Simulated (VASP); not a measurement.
# CdO (Fm-3m) in VASP: further runs, part 2 of 2

VASP 6.6.1. Earlier steps stand in the parts before.

## (3) Relaxation of cell and atoms, PBEsol

This run uses another cell than the first one, of 12.97 Å³/atom, 0.996 times its volume.

INCAR reads:

```
PREC     = Accurate       # precision mode
ENCUT    = 600            # plane-wave cutoff, eV
EDIFF    = 1E-6           # SCF threshold, eV
ISMEAR   = 0              # smearing method
SIGMA    = 0.03           # smearing width, eV
LREAL    = False          # projectors in reciprocal space
LASPH    = True           # aspherical terms in the spheres
NELM     = 80             # most SCF steps
ALGO     = Normal         # electronic algorithm
ISIF     = 3              # what is computed and relaxed
LWAVE    = False          # write WAVECAR
LCHARG   = False          # write CHGCAR
GGA      = PS             # functional
IBRION   = 2              # ionic algorithm
NSW      = 90             # ionic steps
EDIFFG   = -0.01          # ionic threshold
KPAR     = 4
```

KPOINTS reads:

```
Automatic mesh
0
Gamma
  12 12 12
```

POSCAR reads:

```
CdO
1.0
    0.0000000000      2.3495000000      2.3495000000
    2.3495000000      0.0000000000      2.3495000000
    2.3495000000      2.3495000000      0.0000000000
Cd O
1 1
Direct
    0.0000000000      0.0000000000      0.0000000000
    0.5000000000      0.5000000000      0.5000000000
```

Potentials or basis: VASP PAW PBE potentials, release 64 (Cd, O).

Launch:

```bash
$ cat potpaw_PBE.64/Cd/POTCAR potpaw_PBE.64/O/POTCAR > POTCAR
$ mpirun -np 4 vasp_std > vasp.out
```

Wall time 29 s (4 MPI ranks of Intel Xeon Platinum 8375C at 2.90GHz (Ice Lake), shared host); peak memory 0.17 GiB.

Results (log left out):

| Quantity | Value |
| --- | --- |
| Free energy | -8.5055 eV |
| Relaxed volume | 13.02 Å³/atom |
| Relaxed cell | a = 3.327 Å, b = 3.327 Å, c = 3.327 Å, α = 60.00°, β = 60.00°, γ = 60.00° |
| Space group after relaxing (to 0.05 Å) | Fm-3m (No. 225) |
| Energy gained by relaxing | 0.1 meV/atom |
| Ionic steps | 3 |
| Pressure after relaxing | 0.0 GPa |
| Band gap on the k mesh | none (metal or under the smearing width) |

Step by step:
```csv
step,energy change (eV),largest force (eV/Å),pressure (GPa),volume (Å³)
1,0.0000,0.0000,0.53,25.94
2,-0.0001,0.0000,-0.36,26.10
3,-0.0002,0.0000,0.00,26.04
```

Final structure:
```yaml
crystal:
  lattice:
    - [0.00000, 2.35240, 2.35240]
    - [2.35240, 0.00000, 2.35240]
    - [2.35240, 2.35240, 0.00000]
  atoms:
    - { symbol: Cd, position: [0.00000, 0.00000, 0.00000] }
    - { symbol: O, position: [0.50000, 0.50000, 0.50000] }
```

Levels at points of the mesh, in eV from the Fermi level:
| k point | band 7 | band 8 | band 9 | band 10 | band 11 | band 12 |
| --- | --- | --- | --- | --- | --- | --- |
| (0.00, 0.00, 0.00) | -1.37 | -1.37 | -1.37 | -0.57 | 14.74 | 16.83 |
| (0.50, 0.00, 0.00) | -3.85 | -0.03 | -0.03 | 4.26 | 7.19 | 11.76 |
| (0.50, 0.50, 0.00) | -4.42 | -2.36 | -2.36 | 3.73 | 8.40 | 11.02 |

Caveat: the PAW data sets were made with another functional, which shifts forces and pressure a little; this crystal is a semiconductor, whose small gap the functional closes, so the metal is an error of the method. Zero-point motion and thermal expansion aren't in these numbers.

## (4) Relaxation of cell and atoms, PBEsol

INCAR, as its differences from that of step 3:

```diff
@@ -2,3 +2,3 @@
 ENCUT    = 600            # plane-wave cutoff, eV
-EDIFF    = 1E-6           # SCF threshold, eV
+EDIFF    = 1E-7           # SCF threshold, eV
 ISMEAR   = 0              # smearing method
@@ -15,3 +15,3 @@
 NSW      = 90             # ionic steps
-EDIFFG   = -0.01          # ionic threshold
+EDIFFG   = -0.005         # ionic threshold
 KPAR     = 4
```

KPOINTS is that of step 3.

POSCAR reads:

```
CdO                                     
1.0
   -0.0000000000      2.3523961157      2.3523961157
    2.3523961157     -0.0000000000      2.3523961157
    2.3523961157      2.3523961157      0.0000000000
  Cd              O             
     1     1
Direct
     0.0000000000000000    0.0000000000000000    0.0000000000000000
     0.5000000000000000    0.5000000000000000    0.5000000000000000
```

Launch:

```bash
$ cat potpaw_PBE.64/Cd/POTCAR potpaw_PBE.64/O/POTCAR > POTCAR
$ mpirun -np 4 vasp_std > vasp.out
```

It took 17 s on 4 MPI ranks of Intel Xeon Platinum 8375C at 2.90GHz (Ice Lake), shared host; peak memory 0.16 GiB.

The run converged. Its results:

- Free energy: -8.5057 eV
- Pressure after relaxing: 0.0 GPa
- Band gap on the k mesh: none (metal or under the smearing width)

Final structure:
```cif
data_structure
_symmetry_space_group_name_H-M 'P 1'
_symmetry_Int_Tables_number 1
_cell_length_a 3.3268
_cell_length_b 3.3268
_cell_length_c 3.3268
_cell_angle_alpha 60.000
_cell_angle_beta 60.000
_cell_angle_gamma 60.000
_cell_volume 26.04
loop_
_atom_site_label
_atom_site_type_symbol
_atom_site_fract_x
_atom_site_fract_y
_atom_site_fract_z
_atom_site_occupancy
Cd1 Cd 0.00000 0.00000 0.00000 1
O1 O 0.50000 0.50000 0.50000 1
```

Levels at points of the mesh, in eV from the Fermi level:
```tsv
k point	band 5	band 6	band 7	band 8	band 9	band 10	band 11	band 12	band 13
(0.00, 0.00, 0.00)	-6.38	-6.38	-1.37	-1.37	-1.37	-0.57	14.74	16.83	16.83
(0.50, 0.00, 0.00)	-6.12	-6.12	-3.85	-0.03	-0.03	4.26	7.19	11.76	11.76
(0.50, 0.50, 0.00)	-5.98	-5.67	-4.42	-2.36	-2.36	3.73	8.40	11.02	13.17
```

Caveat: the relaxation stopped at its first step, so nothing moved; the PAW data sets were made with another functional, which shifts forces and pressure a little; this crystal is a semiconductor, whose small gap the functional closes, so the metal is an error of the method.

## (5) Relaxation of cell and atoms, PBEsol

This run uses another cell than the first one, of 12.97 Å³/atom, 0.996 times its volume.

INCAR reads:

```
PREC = Accurate ; ENCUT = 600
EDIFF = 1E-6 ; ISMEAR = 0
SIGMA = 0.03 ; LREAL = F
LASPH = T ; NELM = 80
ALGO = Normal ; ISIF = 3
LWAVE = F ; LCHARG = F
GGA = PS ; IBRION = 2
NSW = 90 ; EDIFFG = -0.01
```

KPOINTS reads:

```
regular mesh
0
Gamma
  12 12 12
```

POSCAR reads:

```
CdO
1.0
    0.0000000000      2.3495000000      2.3495000000
    2.3495000000      0.0000000000      2.3495000000
    2.3495000000      2.3495000000      0.0000000000
Cd O
1 1
Direct
    0.0000000000      0.0000000000      0.0000000000
    0.5000000000      0.5000000000      0.5000000000
```

Launch:

```bash
$ cat potpaw_PBE.64/Cd/POTCAR potpaw_PBE.64/O/POTCAR > POTCAR
$ mpirun -np 1 vasp_std > vasp.out
```

Wall time 55 s (1 thread of Intel Xeon Platinum 8259CL at 2.50GHz (Skylake/Cascade Lake), shared host); peak memory 0.18 GiB.

Results (log left out):

```
Free energy                            : -8.5055 eV
Relaxed volume                         : 13.02 Å³/atom
Relaxed cell                           : a = 3.327 Å, b = 3.327 Å, c = 3.327 Å, α = 60.00°, β = 60.00°, γ = 60.00°
Space group after relaxing (to 0.05 Å) : Fm-3m (No. 225)
Energy gained by relaxing              : 0.1 meV/atom
Ionic steps                            : 3
Pressure after relaxing                : 0.0 GPa
Band gap on the k mesh                 : none (metal or under the smearing width)
```

Step by step:
| step | energy change (eV) | largest force (eV/Å) | pressure (GPa) | volume (Å³) |
| --- | --- | --- | --- | --- |
| 1 | 0.0000 | 0.0000 | 0.53 | 25.94 |
| 2 | -0.0001 | 0.0000 | -0.36 | 26.10 |
| 3 | -0.0002 | 0.0000 | 0.00 | 26.04 |

Final structure:
```yaml
crystal:
  lattice:
    - [0.00000, 2.35240, 2.35240]
    - [2.35240, 0.00000, 2.35240]
    - [2.35240, 2.35240, 0.00000]
  atoms:
    - { symbol: Cd, position: [0.00000, 0.00000, 0.00000] }
    - { symbol: O, position: [0.50000, 0.50000, 0.50000] }
```

Levels at points of the mesh, in eV from the Fermi level:
```csv
k point,band 7,band 8,band 9,band 10,band 11,band 12
"(0.00, 0.00, 0.00)",-1.37,-1.37,-1.37,-0.57,14.74,16.83
"(0.50, 0.00, 0.00)",-3.85,-0.03,-0.03,4.26,7.19,11.76
"(0.50, 0.50, 0.00)",-4.42,-2.36,-2.36,3.73,8.40,11.02
```

Caveat: the PAW data sets were made with another functional, which shifts forces and pressure a little; this crystal is a semiconductor, whose small gap the functional closes, so the metal is an error of the method. Zero-point motion and thermal expansion aren't in these numbers.

## (6) Relaxation of cell and atoms, PBEsol

INCAR reads:

```
PREC = Accurate ; ENCUT = 600
EDIFF = 1E-7 ; ISMEAR = 0
SIGMA = 0.03 ; LREAL = F
LASPH = T ; NELM = 80
ALGO = Normal ; ISIF = 3
LWAVE = F ; LCHARG = F
GGA = PS ; IBRION = 2
NSW = 90 ; EDIFFG = -0.005
```

KPOINTS is that of step 5.

POSCAR reads:

```
CdO                                     
1.0
    0.0000000000      2.3523961160      2.3523961160
    2.3523961160      0.0000000000      2.3523961160
    2.3523961160      2.3523961160      0.0000000000
  Cd              O             
     1     1
Direct
     0.0000000000000000    0.0000000000000000    0.0000000000000000
     0.5000000000000000    0.5000000000000000    0.5000000000000000
```

Potentials or basis: VASP PAW PBE potentials, release 64 (Cd, O).

Launch:

```bash
$ cat potpaw_PBE.64/Cd/POTCAR potpaw_PBE.64/O/POTCAR > POTCAR
$ mpirun -np 1 vasp_std > vasp.out
```

Run time: 30 s. Hardware: 1 thread of Intel Xeon Platinum 8259CL at 2.50GHz (Skylake/Cascade Lake), shared host; peak memory 0.18 GiB.

Results (log left out):

* Free energy: -8.5057 eV
* Pressure after relaxing: 0.0 GPa
* Band gap on the k mesh: none (metal or under the smearing width)

Final structure:
```
Cd O
1.0
     0.00000    2.35240    2.35240
     2.35240    0.00000    2.35240
     2.35240    2.35240    0.00000
Cd O
1 1
Direct
  0.00000 0.00000 0.00000
  0.50000 0.50000 0.50000
```

Levels at points of the mesh, in eV from the Fermi level:
```tsv
k point	band 7	band 8	band 9	band 10	band 11	band 12
(0.00, 0.00, 0.00)	-1.37	-1.37	-1.37	-0.57	14.74	16.83
(0.50, 0.00, 0.00)	-3.85	-0.03	-0.03	4.26	7.19	11.76
(0.50, 0.50, 0.00)	-4.42	-2.36	-2.36	3.73	8.40	11.02
```

Caveat: the relaxation stopped at its first step, so nothing moved; the PAW data sets were made with another functional, which shifts forces and pressure a little; this crystal is a semiconductor, whose small gap the functional closes, so the metal is an error of the method.
